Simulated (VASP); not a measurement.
# Si (P6_3/mmc) in VASP: notebook

The runs below take Si through single point, with PBE.

All numbers are computed with VASP 6.6.1; they aren't measurements. Logs are shortened: lines on timing, memory, paths and dates and some standing lists are left out, and cuts for length are marked.

**1. Starting point**

It takes space group P6_3/mmc (No. 194, hexagonal). The conventional cell has a = 3.831 Å, b = 3.831 Å, c = 6.333 Å, α = 90.00°, β = 90.00°, γ = 120.00°. Si (site symmetry 3m) has 4 Si at 2.35 to 2.37 Å as nearest neighbours.

This isn't the form of Si at room conditions, which is diamond.

**2. Single point, PBE**

Input file INCAR:

```
ADDGRID  = False        
ALGO     = Normal         # electronic algorithm
EDIFF    = 1E-6           # SCF threshold, eV
ENCUT    = 460            # plane-wave cutoff, eV
GGA      = PE             # functional
ISIF     = 2              # what is computed and relaxed
ISMEAR   = 0              # smearing method
LASPH    = False          # aspherical terms in the spheres
LCHARG   = False          # write CHGCAR
LREAL    = False          # projectors in reciprocal space
LWAVE    = False          # write WAVECAR
NBANDS   = 16             # bands
NELM     = 100            # most SCF steps
PREC     = Accurate       # precision mode
SIGMA    = 0.05           # smearing width, eV
```

Input file KPOINTS:

```
k-points
0
Gamma
  4 4 2
```

Input file POSCAR:

```
Si
1.0
    3.8313174605      0.0000000000      0.0000000000
   -1.9156587303      3.3180182508      0.0000000000
    0.0000000000      0.0000000000      6.3326220002
Si
4
Direct
    0.6666666667      0.3333333333      0.9369905000
    0.3333333333      0.6666666667      0.4369905000
    0.6666666667      0.3333333333      0.5630095000
    0.3333333333      0.6666666667      0.0630095000
```

Potentials or basis: VASP PAW PBE potentials, release 64 (Si).

Run with:

```bash
$ cat potpaw_PBE.64/Si/POTCAR > POTCAR
$ mpirun -np 1 vasp_std > vasp.out
```

OUTCAR:

```text
EDIFF = 1E-6
   ENCUT = 460
   GGA = PE
   ISIF = 2
   ISMEAR = 0
   LASPH = False
   LREAL = False
   NELM = 100
   PREC = Accurate

 Found      8 irreducible k-points:

 Following reciprocal coordinates:
            Coordinates               Weight
  0.000000  0.000000  0.000000      1.000000
  0.250000  0.000000  0.000000      6.000000
  0.500000  0.000000  0.000000      3.000000
  0.250000  0.250000  0.000000      6.000000
  0.000000  0.000000  0.500000      1.000000
  0.250000  0.000000  0.500000      6.000000
   k-points           NKPTS =      8   k-points in BZ     NKDIM =      8   number of bands    NBANDS=     16
   number of dos      NEDOS =    301   number of ions     NIONS =      4
   total plane-waves  NPLWV =  37632
   dimension x,y,z NGX =    28 NGY =   28 NGZ =   48
   dimension x,y,z NGXF=    56 NGYF=   56 NGZF=   96
   ions per type =               4
   NGX,Y,Z   is equivalent  to a cutoff of  12.15, 12.15, 12.60 a.u.
   NGXF,Y,Z  is equivalent  to a cutoff of  24.30, 24.30, 25.20 a.u.
 SYSTEM =  unknown system
   PREC   = accura    normal or accurate (medium, high low for compatibility)
   ISTART =      0    job   : 0-new  1-cont  2-samecut
   ICHARG =      2    charge: 1-file 2-atom 10-const
   ISPIN  =      1    spin polarized calculation?
   LNONCOLLINEAR =      F non collinear calculations
   LSORBIT =      F    spin-orbit coupling
   LASPH  =      F    aspherical Exc in radial PAW
   ENCUT  =  460.0 eV  33.81 Ry    5.81 a.u.   6.70  6.70 11.07*2*pi/ulx,y,z
   NELM   =    100;   NELMIN=  2; NELMDL= -5     # of ELM steps
   EDIFF  = 0.1E-05   stopping-criterion for ELM
   LREAL  =      F    real-space projection
   EDIFFG = 0.1E-04   stopping-criterion for IOM
   NSW    =      0    number of steps for IOM
   IBRION =     -1    ionic relax: 0-MD 1-quasi-New 2-CG
   NFREE  =      0    steps in history (QN), initial steepest desc. (CG)
   ISIF   =      2    stress and relaxation
   ISYM   =      2    0-nonsym 1-usesym 2-fastsym
   POTIM  = 0.5000    time-step for ionic-motion
   TEBEG  =    0.0;   TEEND  =   0.0 temperature during run
   PSTRESS=    0.0 pullay stress
   NELECT =      16.0000    total number of electrons
   NUPDOWN=      -1.0000    fix difference up-down
   EMIN   =  10.00;   EMAX   =-10.00  energy-range for DOS
   EFERMI =   0.00;   METHOD = LEGACY
   ISMEAR =     0;   SIGMA  =   0.05  broadening in eV -4-tet -1-fermi 0-gaus
   EFERMI_NEDOS =   21; number of points for ismear=-14 and -15
   IALGO  =     38    algorithm
   IMIX   =      4    mixing-type and parameters
     AMIX     =   0.40;   BMIX     =  1.00
     AMIX_MAG =   1.60;   BMIX_MAG =  1.00
  volume/ion in A,a.u.               =      20.13       135.81
  Fermi-wavevector in a.u.,A,eV,Ry     =   0.955384  1.805414 12.418837  0.912759
  Thomas-Fermi vector in A             =   2.084217
   LORBIT       =      0    0 simple, 1 ext, 2 COOP (PROOUT), +10 PAW based schemes
   GGA     = PE    functional components
   LHFCALC =     F    Hartree Fock is set to
   AEXX    =    0.0000 exact exchange contribution
   IVDW    =     0    specifies the selected vdW correction
   LEPSILON=     F    determine dielectric tensor
   LRPA    =     F    only Hartree local field effects (RPA)
 non-spin polarized calculation
 Gauss-broadening in eV      SIGMA  =   0.05
  energy-cutoff  :      460.00
  volume of cell :       80.50
 maximum number of plane-waves:      1834
 NGX is ok and might be reduce to    28
   NGX = 13   NGY = 13   NGZ = 23

 number of electron      15.9999999 magnetization

 Free energy of the ion-electron system (eV)
  ---------------------------------------------------
  ext. energy  EPLUGINS =         0.00000000
  ---------------------------------------------------
  free energy    TOTEN  =       -21.46933801 eV

  energy without entropy =      -21.46933801  energy(sigma->0) =      -21.46933801

 E-fermi :   6.2563     XC(G=0):  -9.3703

 val. band max:        6.0534919241   @ k =   0.0000   0.0000   0.0000
 cond. band min:       6.4609591912   @ k =   0.5000   0.0000   0.0000
 fundamental gap:      0.4074672671
 Fermi energy:         6.2562614635

 k-point     1 :       0.0000    0.0000    0.0000
  band No.  band energies     occupation
      1      -6.1443      2.00000
      2      -3.8578      2.00000
      3      -1.1690      2.00000
      4       4.5329      2.00000
      5       4.5329      2.00000
      6       5.6959      2.00000
      7       6.0535      2.00000
      8       6.0535      2.00000
      9       7.0752      0.00000
     10       8.0458      0.00000
     11       8.0458      0.00000
     12       8.3906      0.00000
     13       9.5617      0.00000
     14      10.2135      0.00000
     15      10.2135      0.00000
     16      11.9633      0.00000

 k-point     2 :       0.2500    0.0000    0.0000
  band No.  band energies     occupation
      1      -5.4302      2.00000
      2      -3.1258      2.00000
      3      -0.9859      2.00000
      4       1.6260      2.00000
      5       2.8924      2.00000
      6       3.5889      2.00000
      7       4.6503      2.00000
      8       5.1805      2.00000
      9       7.0840      0.00000
     10       9.0658      0.00000
     11       9.0720      0.00000
     12       9.2179      0.00000
     13       9.6249      0.00000
     14      11.1908      0.00000
     15      12.0905      0.00000
     16      12.4958      0.00000

 k-point     3 :       0.5000    0.0000    0.0000
  band No.  band energies     occupation
      1      -3.9601      2.00000
      2      -2.3866      2.00000
      3      -1.5746      2.00000
      4       0.0780      2.00000
      5       1.3843      2.00000
      6       2.9961      2.00000
      7       3.0598      2.00000
      8       4.6135      2.00000
      9       6.4610      0.00000
     10       8.3919      0.00000
     11       9.0370      0.00000
     12       9.1549      0.00000
     13      10.4681      0.00000
     14      12.1042      0.00000
     15      12.5096      0.00000
     16      14.1894      0.00000

 k-point     4 :       0.2500    0.2500    0.0000
  band No.  band energies     occupation
      1      -4.1226      2.00000
      2      -1.9106      2.00000
      3      -1.7605      2.00000
      4       0.7583      2.00000
      5       1.4329      2.00000
      6       1.6392      2.00000
      7       3.2894      2.00000
      8       3.4235      2.00000
      9       7.4052      0.00000
     10       9.8503      0.00000
     11      10.2674      0.00000
     12      10.3183      0.00000
     13      10.8317      0.00000
     14      11.7431      0.00000
     15      12.1423      0.00000
     16      12.5831      0.00000

 k-point     5 :       0.0000    0.0000    0.5000
  band No.  band energies     occupation
      1      -5.3558      2.00000
      2      -5.3558      2.00000
      3       1.8159      2.00000
      4       1.8159      2.00000
      5       5.1253      2.00000
      6       5.1253      2.00000
      7       5.1253      2.00000
      8       5.1253      2.00000
      9       7.8525      0.00000
     10       7.8525      0.00000
     11       9.0231      0.00000
     12       9.0231      0.00000
     13       9.0231      0.00000
     14       9.0231      0.00000
     15      12.8689      0.00000
     16      12.8689      0.00000

 k-point     6 :       0.2500    0.0000    0.5000
  band No.  band energies     occupation
      1      -4.6494      2.00000
      2      -4.6494      2.00000
      3       1.1314      2.00000
      4       1.1314      2.00000
      5       3.1430      2.00000
      6       3.1430      2.00000
      7       4.2139      2.00000
      8       4.2139      2.00000
      9       7.5754      0.00000
     10       7.5754      0.00000
     11       9.5801      0.00000
     12       9.5801      0.00000
     13      10.9367      0.00000
     14      10.9367      0.00000
     15      12.1468      0.00000
     16      12.1468      0.00000

 [... further k-points ...]

------------------------ aborting loop because EDIFF is reached ----------------------------------------

  FORCE on cell =-STRESS in cart. coord.  units (eV):
  Direction    XX          YY          ZZ          XY          YZ          ZX
  --------------------------------------------------------------------------------------
  -------------------------------------------------------------------------------------
  Total        1.1074871      1.1074871      0.4650050     -0.0000000      0.0000000     -0.0000000
  in kB       22.0413799     22.0413799      9.2546026     -0.0000000      0.0000000     -0.0000000
  external PRESSURE =      17.7791208 kB  Pullay stress =       0.0000000 kB

 VOLUME and BASIS-vectors are now :
 -----------------------------------------------------------------------------
  energy-cutoff  :      460.00
  volume of cell :       80.50
      direct lattice vectors                 reciprocal lattice vectors
     3.831317461  0.000000000  0.000000000     0.261006823  0.150692360  0.000000000
    -1.915658730  3.318018251  0.000000000     0.000000000  0.301384720  0.000000000
     0.000000000  0.000000000  6.332622000     0.000000000  0.000000000  0.157912473

 POSITION                                       TOTAL-FORCE (eV/Angst)
 -----------------------------------------------------------------------------------
      1.91566      1.10601      5.93361        -0.000000      0.000000      0.075881
     -0.00000      2.21201      2.76730         0.000000     -0.000000      0.075881
      1.91566      1.10601      3.56533        -0.000000      0.000000     -0.075881
     -0.00000      2.21201      0.39902         0.000000     -0.000000     -0.075881
 -----------------------------------------------------------------------------------
    total drift:                                0.000000     -0.000000      0.000000

  FREE ENERGIE OF THE ION-ELECTRON SYSTEM (eV)
  ---------------------------------------------------
  free  energy   TOTEN  =       -21.4693380129 eV

  energy  without entropy=      -21.4693380126  energy(sigma->0) =      -21.46933801
```

Wall time 5.4 s (1 thread of Intel Xeon Platinum 8488C (Sapphire Rapids), shared host); peak memory 0.17 GiB.

These settings aren't checked as converged: the numbers below hold their error.

What came out:

```yaml
Free_energy: -21.4693 eV
Pressure: 1.8 GPa
Largest_force: 0.076 eV/Å
Band_gap_on_the_k_mesh: 0.41 eV, indirect (least direct gap 1.02 eV)
```

Caveat: the k mesh is coarse (spacing up to 0.50 Å⁻¹), so the values aren't converged.

**3. Single point, PBE**

INCAR is that of step 2.

KPOINTS is that of step 2.

Input file POSCAR:

```
Si
1.0
    3.8313174605      0.0000000000      0.0000000000
   -1.9156587303      3.3180182508      0.0000000000
    0.0000000000      0.0000000000      6.3326220002
Si
4
Direct
    0.6655130000      0.3227030000      0.9380340000
    0.3547120000      0.6831860000      0.4293900000
    0.6599490000      0.3251260000      0.5656880000
    0.3139780000      0.6447660000      0.0617650000
```

Potentials or basis: VASP PAW PBE potentials, release 64 (Si).

Run with:

```bash
$ cat potpaw_PBE.64/Si/POTCAR > POTCAR
$ mpirun -np 1 vasp_std > vasp.out
```

Run time: 11 s. Hardware: 1 thread of Intel Xeon Platinum 8488C (Sapphire Rapids), shared host; peak memory 0.18 GiB.

The run converged, but some of its settings lie outside the range that counts as converged, so its numbers aren't taken as properties of the crystal.

Results:

| Item | Value |
| --- | --- |
| Free energy | -21.3537 eV |
| Pressure | 2.0 GPa |
| Largest force | 1.399 eV/Å |
| Band gap on the k mesh | 0.10 eV, indirect (least direct gap 0.75 eV) |

Caveat: the k mesh is coarse (spacing up to 0.50 Å⁻¹), so the values aren't converged.

**4. The reference run**

An earlier run on the cell as given: functional PBE; potentials or basis VASP PAW PBE potentials, release 64 (Si); cutoff 520 eV; k mesh 8 × 8 × 4; occupations fermi-dirac, width 0.05 eV; no spin polarisation.

* Pressure: 1.4 GPa
* Largest force: 0.008 eV/Å
* Band gap on the k mesh: 0.42 eV, indirect (least direct gap 1.03 eV)
